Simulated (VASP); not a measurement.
# CoSi2 (Fm-3m) in VASP: further runs

One crystal, CoSi2, is run at these levels: PBEsol; tasks: optical spectrum, density of states, electric field gradients, core levels.

Everything below comes from runs of VASP 6.6.1. Logs are shortened: lines on timing, memory, paths and dates and some standing lists are left out, and cuts for length are marked.

**1. Starting point**

It takes space group Fm-3m (No. 225, cubic). Conventional cell: a = 5.356 Å, b = 5.356 Å, c = 5.356 Å, α = 90.00°, β = 90.00°, γ = 90.00°. Around Co (site symmetry m-3m) lie 8 Si at 2.32 Å. Si (site symmetry -43m) has 4 Co at 2.32 Å as nearest neighbours.

**2. Optical spectrum, PBEsol, collinear spin, ferromagnetic start**

INCAR reads:

```
PREC = Accurate ; ENCUT = 520
EDIFF = 1E-6 ; ISMEAR = 0
SIGMA = 0.02 ; LREAL = F
LASPH = T ; NELM = 100
ALGO = Fast ; ISIF = 2
LWAVE = F ; LCHARG = F
ISPIN = 2 ; MAGMOM = 2 0 0
LORBIT = 11 ; LMAXMIX = 4
GGA = PS ; LOPTICS = T
NBANDS = 40 ; NEDOS = 1000
CSHIFT = 0.1
```

KPOINTS reads:

```
regular mesh
0
Gamma
  9 9 9
```

POSCAR reads:

```
CoSi2
1.0
    0.0000000000      2.6780000000      2.6780000000
    2.6780000000      0.0000000000      2.6780000000
    2.6780000000      2.6780000000      0.0000000000
Co Si
1 2
Direct
    0.0000000000      0.0000000000      0.0000000000
    0.7500000000      0.7500000000      0.7500000000
    0.2500000000      0.2500000000      0.2500000000
```

Potentials or basis: VASP PAW PBE potentials, release 64 (Co, Si).

Run with:

```
cat potpaw_PBE.64/Co/POTCAR potpaw_PBE.64/Si/POTCAR > POTCAR
mpirun -np 1 vasp_std > vasp.out
```

OUTCAR:

```text
PREC = Accurate
   ENCUT = 520
   EDIFF = 1E-6
   ISMEAR = 0
   LREAL = F
   LASPH = T
   NELM = 100
   ISIF = 2
   ISPIN = 2
   LORBIT = 11
   GGA = PS

 ion  position               nearest neighbor table
   1  0.000  0.000  0.000-   2 2.32   3 2.32   2 2.32   2 2.32   3 2.32   2 2.32   3 2.32   3 2.32

   2  0.750  0.750  0.750-   1 2.32   1 2.32   1 2.32   1 2.32   3 2.68   3 2.68   3 2.68   3 2.68
                             3 2.68   3 2.68
   3  0.250  0.250  0.250-   1 2.32   1 2.32   1 2.32   1 2.32   2 2.68   2 2.68   2 2.68   2 2.68
                             2 2.68   2 2.68

  LATTYP: Found a face centered cubic cell.
 ALAT       =     5.3560000000

  Lattice vectors:

 A1 = (   0.0000000000,   2.6780000000,   2.6780000000)
 A2 = (   2.6780000000,   0.0000000000,   2.6780000000)
 A3 = (   2.6780000000,   2.6780000000,   0.0000000000)

Analysis of symmetry for initial positions (statically):
=====================================================================
 Subroutine PRICEL returns:
 Original cell was already a primitive cell.

 Routine SETGRP: Setting up the symmetry group for a
 face centered cubic supercell.

 Subroutine GETGRP returns: Found 48 space group operations
 (whereof 48 operations were pure point group operations)
 out of a pool of 48 trial point group operations.

The static configuration has the point symmetry O_h .

Analysis of symmetry for dynamics (positions and initial velocities):
=====================================================================
 Subroutine PRICEL returns:
 Original cell was already a primitive cell.

 Routine SETGRP: Setting up the symmetry group for a
 face centered cubic supercell.

 Subroutine GETGRP returns: Found 48 space group operations
 (whereof 48 operations were pure point group operations)
 out of a pool of 48 trial point group operations.

The dynamic configuration has the point symmetry O_h .

Analysis of structural, dynamic, and magnetic symmetry:
=====================================================================
 Subroutine PRICEL returns:
 Original cell was already a primitive cell.

 Routine SETGRP: Setting up the symmetry group for a
 face centered cubic supercell.

 Subroutine GETGRP returns: Found 48 space group operations
 (whereof 48 operations were pure point group operations)
 out of a pool of 48 trial point group operations.

The overall configuration has the point symmetry O_h .

 Subroutine INISYM returns: Found 48 space group operations
 (whereof 48 operations are pure point group operations),
 and found     1 'primitive' translations

----------------------------------------------------------------------------------------

                                     Primitive cell

  volume of cell :      38.4115

  direct lattice vectors                    reciprocal lattice vectors
     0.000000000  2.678000000  2.678000000    -0.186706497  0.186706497  0.186706497
     2.678000000  0.000000000  2.678000000     0.186706497 -0.186706497  0.186706497
     2.678000000  2.678000000  0.000000000     0.186706497  0.186706497 -0.186706497

  length of vectors
     3.787263920  3.787263920  3.787263920     0.323385140  0.323385140  0.323385140

  position of ions in fractional coordinates (direct lattice)
     0.000000000  0.000000000  0.000000000
     0.750000000  0.750000000  0.750000000
[... 130 lines left out ...]

 E-fermi :   9.9547     XC(G=0): -11.8554

 val. band max:        9.9444366737   @ k =  -0.2222   0.1111   0.0000
 cond. band min:       9.9924421925   @ k =   0.3333   0.1111   0.0000
 fundamental gap:      0.0480055189
 Fermi energy:         9.9546527966

 spin component 1

 k-point     1 :       0.0000    0.0000    0.0000
  band No.  band energies     occupation
      1      -3.1225      1.00000
      2       5.9200      1.00000
      3       5.9200      1.00000
      4       5.9200      1.00000
      5       8.1009      1.00000
      6       8.1009      1.00000
[... 541 lines left out ...]
     19      25.0517      0.00000
     20      25.0517      0.00000

 [... further k-points ...]

 spin component 2

 k-point     1 :       0.0000    0.0000    0.0000
  band No.  band energies     occupation
      1      -3.1224      1.00000
      2       5.9199      1.00000
      3       5.9199      1.00000
      4       5.9199      1.00000
      5       8.1006      1.00000
      6       8.1006      1.00000
[... 541 lines left out ...]
     19      25.0517      0.00000
     20      25.0517      0.00000

 [... further k-points ...]

 [bands above 20 left out]

------------------------ aborting loop because EDIFF is reached ----------------------------------------

  FORCE on cell =-STRESS in cart. coord.  units (eV):
  Direction    XX          YY          ZZ          XY          YZ          ZX
  --------------------------------------------------------------------------------------
  -------------------------------------------------------------------------------------
  Total       -1.0166593     -1.0166593     -1.0166593      0.0000000      0.0000000     -0.0000000
  in kB      -42.4057074    -42.4057074    -42.4057074      0.0000000      0.0000000     -0.0000000
  external PRESSURE =     -42.4057074 kB  Pullay stress =       0.0000000 kB

 VOLUME and BASIS-vectors are now :
 -----------------------------------------------------------------------------
  energy-cutoff  :      520.00
  volume of cell :       38.41
      direct lattice vectors                 reciprocal lattice vectors
     0.000000000  2.678000000  2.678000000    -0.186706497  0.186706497  0.186706497
     2.678000000  0.000000000  2.678000000     0.186706497 -0.186706497  0.186706497
     2.678000000  2.678000000  0.000000000     0.186706497  0.186706497 -0.186706497

 POSITION                                       TOTAL-FORCE (eV/Angst)
 -----------------------------------------------------------------------------------
      0.00000      0.00000      0.00000        -0.000000     -0.000000     -0.000000
      4.01700      4.01700      4.01700         0.000000      0.000000      0.000000
      1.33900      1.33900      1.33900        -0.000000     -0.000000     -0.000000
 -----------------------------------------------------------------------------------
    total drift:                               -0.000000     -0.000000      0.000000

  FREE ENERGIE OF THE ION-ELECTRON SYSTEM (eV)
  ---------------------------------------------------
  free  energy   TOTEN  =       -20.9640503397 eV

  energy  without entropy=      -20.9637551557  energy(sigma->0) =      -20.96390275

 electrical conductivity sigma (Mega S m-1) (frequency dependency in vasprun.xml)
  --------------------------------------------------------------------------------------
       0.139       0.000      -0.000
      -0.000       0.139       0.000
      -0.000       0.000       0.139

  frequency dependent IMAGINARY DIELECTRIC FUNCTION (independent particle, no local field effects) density-density
     E(ev)      X         Y         Z        XY        YZ        ZX
  --------------------------------------------------------------------------------------------------------------
     0.00000     0.00000     0.00000     0.00000     0.00000     0.00000     0.00000
     0.65603     1.33029     1.33029     1.33029     0.00000    -0.00000     0.00000
     1.31205     4.25634     4.25634     4.25634     0.00000     0.00000    -0.00000
     1.96808     5.83224     5.83224     5.83224     0.00000     0.00000     0.00000
     2.62410     9.77409     9.77409     9.77409     0.00000     0.00000    -0.00000
     3.28013    11.85285    11.85285    11.85285     0.00000    -0.00000    -0.00000
[... 92 lines left out ...]
    64.29057     0.00034     0.00034     0.00034    -0.00000    -0.00000     0.00000
    64.94659     0.00033     0.00033     0.00033    -0.00000    -0.00000     0.00000

  frequency dependent      REAL DIELECTRIC FUNCTION (independent particle, no local field effects) density-density
     E(ev)        X           Y           Z          XY          YZ          ZX
  --------------------------------------------------------------------------------------------------------------
     0.00000    15.58575    15.58575    15.58575     0.00000     0.00000     0.00000
     0.65603    17.46763    17.46763    17.46763     0.00000     0.00000     0.00000
     1.31205    17.17988    17.17988    17.17988     0.00000     0.00000    -0.00000
     1.96808    15.83843    15.83843    15.83843    -0.00000    -0.00000     0.00000
     2.62410    12.86342    12.86342    12.86342    -0.00000     0.00000    -0.00000
     3.28013     7.36302     7.36302     7.36302    -0.00000    -0.00000     0.00000
[... 92 lines left out ...]
    64.29057     0.89803     0.89803     0.89803     0.00000     0.00000    -0.00000
    64.94659     0.90023     0.90023     0.90023     0.00000     0.00000    -0.00000

  frequency dependent IMAGINARY DIELECTRIC FUNCTION (independent particle, no local field effects) current-current
     E(ev)      X         Y         Z        XY        YZ        ZX
  --------------------------------------------------------------------------------------------------------------
     0.00000    44.52406    44.52406    44.52406     0.00000     0.00000    -0.00000
     0.65603     6.35997     6.35997     6.35997     0.00000     0.00000    -0.00000
     1.31205     6.70211     6.70211     6.70211     0.00000     0.00000     0.00000
     1.96808     7.32360     7.32360     7.32360     0.00000     0.00000     0.00000
     2.62410    10.66177    10.66177    10.66177    -0.00000     0.00000     0.00000
     3.28013    12.23099    12.23099    12.23099    -0.00000    -0.00000    -0.00000
[... 92 lines left out ...]
    64.29057     0.00003     0.00003     0.00003    -0.00000     0.00000     0.00000
    64.94659     0.00002     0.00002     0.00002    -0.00000     0.00000     0.00000

  frequency dependent      REAL DIELECTRIC FUNCTION (independent particle, no local field effects) current-current
     E(ev)        X           Y           Z          XY          YZ          ZX
  --------------------------------------------------------------------------------------------------------------
     0.00000    15.44415    15.44415    15.44415     0.00000     0.00000    -0.00000
     0.65603    17.06311    17.06311    17.06311     0.00000     0.00000    -0.00000
     1.31205    16.51255    16.51255    16.51255     0.00000     0.00000     0.00000
     1.96808    15.23009    15.23009    15.23009    -0.00000     0.00000     0.00000
     2.62410    12.15532    12.15532    12.15532    -0.00000    -0.00000     0.00000
     3.28013     6.63130     6.63130     6.63130     0.00000     0.00000    -0.00000
[... 92 lines left out ...]
    64.29057     0.89805     0.89805     0.89805    -0.00000    -0.00000     0.00000
    64.94659     0.90026     0.90026     0.90026    -0.00000    -0.00000     0.00000

 total charge

# of ion       s       p       d       tot
------------------------------------------
    1        0.543   0.720   7.604   8.867
    2        0.718   0.870   0.000   1.588
    3        0.718   0.870   0.000   1.588
--------------------------------------------------
tot          1.979   2.460   7.604  12.043

 magnetization (x)

# of ion       s       p       d       tot
------------------------------------------
    1       -0.000  -0.000  -0.000  -0.000
    2        0.000   0.000   0.000   0.000
    3        0.000   0.000   0.000   0.000
--------------------------------------------------
tot          0.000   0.000  -0.000  -0.000
```

Run time: 54 s. Hardware: 1 thread of Intel Xeon 6975P-C (Granite Rapids), shared host; peak memory 0.26 GiB.

What came out:

```
Free energy                                           : -20.9641 eV
Pressure                                              : -4.2 GPa
Band gap on the k mesh                                : none (metal or under the smearing width)
Net moment                                            : 0.00 μB per cell
Valence electrons inside the program's atomic spheres : Co 8.87; Si 1.59
```

Dielectric function (mean over the directions given):
```csv
energy (eV),real part,imaginary part
0.26,15.82,0.21
1.25,16.13,3.48
2.30,18.51,8.06
3.35,7.07,10.24
4.40,8.53,9.60
5.38,8.05,23.44
6.43,-7.59,13.37
7.48,-4.46,7.65
8.53,-4.90,3.97
9.58,-2.63,3.15
10.56,-2.44,1.89
11.61,-2.09,1.69
12.66,-1.58,1.06
13.71,-1.21,0.75
14.76,-0.75,0.58
15.74,-0.55,0.63
16.79,-0.34,0.41
17.84,-0.21,0.38
18.89,-0.02,0.40
19.94,0.02,0.29
```

Caveat: the starting moments collapsed, and a magnetic state may lie lower; spectra need much finer meshes, so this one isn't converged; independent-particle spectra lack excitons; the intraband (Drude) part of a metal's response may be missing; the PAW data sets were made with another functional, which shifts forces and pressure a little.

**3. Density of states, PBEsol, collinear spin, ferromagnetic start**

POSCAR is that of step 2.

INCAR.step1 reads:

```
SYSTEM = CoSi2
PREC = Accurate
ENCUT = 520
EDIFF = 1E-6
ISMEAR = 0
SIGMA = 0.02
LREAL = .False.
LASPH = .True.
NELM = 120
ALGO = Normal
ISIF = 2
LWAVE = .False.
LCHARG = .True.
ISPIN = 2
MAGMOM = 2 0 0
LMAXMIX = 4
GGA = PS
```

KPOINTS.step1 reads:

```
Automatic mesh
0
Gamma
  9 9 9
  0 0 0
```

INCAR.step2 reads:

```
SYSTEM = CoSi2
PREC = Accurate
ENCUT = 520
EDIFF = 1E-6
ISMEAR = -5
SIGMA = 0.02
LREAL = .False.
LASPH = .True.
NELM = 120
ALGO = Normal
ISIF = 2
LWAVE = .False.
LCHARG = .False.
ISPIN = 2
MAGMOM = 2 0 0
LORBIT = 10
LMAXMIX = 4
GGA = PS
NEDOS = 1001
ICHARG = 11
```

KPOINTS.step2 reads:

```
Automatic mesh
0
Gamma
  14 14 14
  0 0 0
```

Potentials or basis: VASP PAW PBE potentials, release 64 (Co, Si).

Run with:

```
cat potpaw_PBE.64/Co/POTCAR potpaw_PBE.64/Si/POTCAR > POTCAR
cp INCAR.step1 INCAR
cp KPOINTS.step1 KPOINTS
mpirun -np 1 vasp_std > vasp.out
cp INCAR.step2 INCAR
cp KPOINTS.step2 KPOINTS
mpirun -np 1 vasp_std > vasp.out
```

It took 42 s on 1 thread of Intel Xeon 6975P-C (Granite Rapids), shared host; peak memory 0.22 GiB.

The run converged. Its results:

```yaml
Net_moment: 0.00 μB per cell
Valence_electrons_inside_the_program's_atomic_spheres: Co 8.86; Si 1.59
```

Levels at points of the mesh, in eV from the Fermi level:
Spin up:
| k point | band 5 | band 6 | band 7 | band 8 | band 9 | band 10 | band 11 | band 12 | band 13 |
| --- | --- | --- | --- | --- | --- | --- | --- | --- | --- |
| (0.00, 0.00, 0.00) | -1.88 | -1.88 | 0.81 | 3.45 | 3.45 | 3.45 | 3.45 | 3.45 | 3.45 |
| (0.50, 0.00, 0.00) | -2.17 | -1.61 | -1.61 | -0.44 | -0.44 | 2.67 | 3.44 | 3.44 | 4.37 |
| (0.50, 0.50, 0.00) | -3.63 | -1.95 | -1.95 | -1.90 | -1.30 | 1.61 | 2.90 | 8.61 | 9.61 |
Spin down:
| k point | band 7 | band 8 | band 9 | band 10 | band 11 | band 12 |
| --- | --- | --- | --- | --- | --- | --- |
| (0.00, 0.00, 0.00) | 0.81 | 3.45 | 3.45 | 3.45 | 3.45 | 3.45 |
| (0.50, 0.00, 0.00) | -1.61 | -0.44 | -0.44 | 2.67 | 3.44 | 3.44 |
| (0.50, 0.50, 0.00) | -1.95 | -1.90 | -1.30 | 1.61 | 2.90 | 8.60 |

States per cell in windows of 1 eV (zero at the Fermi level; states under -8 eV left out):
| from (eV) | up | down | Co1_d_down | Co1_d_up | Si2_p_up | Si3_p_up | Si2_p_down | Si3_p_down |
| --- | --- | --- | --- | --- | --- | --- | --- | --- |
| -8.0 | 0.36 | 0.36 | 0.04 | 0.04 | 0.01 | 0.01 | 0.01 | 0.01 |
| -7.0 | 0.38 | 0.38 | 0.06 | 0.06 | 0.02 | 0.02 | 0.02 | 0.02 |
| -6.0 | 0.41 | 0.41 | 0.08 | 0.08 | 0.04 | 0.04 | 0.04 | 0.04 |
| -5.0 | 0.76 | 0.76 | 0.22 | 0.22 | 0.08 | 0.08 | 0.08 | 0.08 |
| -4.0 | 1.21 | 1.21 | 0.51 | 0.51 | 0.11 | 0.11 | 0.11 | 0.11 |
| -3.0 | 1.03 | 1.03 | 0.66 | 0.66 | 0.05 | 0.05 | 0.05 | 0.05 |
| -2.0 | 2.02 | 2.02 | 1.61 | 1.61 | 0.04 | 0.04 | 0.04 | 0.04 |
| -1.0 | 1.06 | 1.06 | 0.58 | 0.58 | 0.06 | 0.06 | 0.06 | 0.06 |
| 0.0 | 0.35 | 0.35 | 0.13 | 0.13 | 0.02 | 0.02 | 0.02 | 0.02 |
| 1.0 | 0.30 | 0.30 | 0.13 | 0.13 | 0.01 | 0.01 | 0.01 | 0.01 |
| 2.0 | 0.82 | 0.82 | 0.28 | 0.28 | 0.05 | 0.05 | 0.05 | 0.05 |
| 3.0 | 0.70 | 0.70 | 0.20 | 0.20 | 0.06 | 0.06 | 0.06 | 0.06 |
| 4.0 | 0.69 | 0.69 | 0.14 | 0.14 | 0.07 | 0.07 | 0.07 | 0.07 |
| 5.0 | 0.77 | 0.77 | 0.11 | 0.11 | 0.08 | 0.08 | 0.08 | 0.08 |
| 6.0 | 0.44 | 0.44 | 0.05 | 0.05 | 0.05 | 0.05 | 0.05 | 0.05 |
| 7.0 | 0.30 | 0.30 | 0.02 | 0.02 | 0.04 | 0.04 | 0.04 | 0.04 |

Caveat: the starting moments collapsed, and a magnetic state may lie lower; the PAW data sets were made with another functional, which shifts forces and pressure a little; tetrahedron occupations give inexact forces and stress in metals.

[end of part 1 of 2]
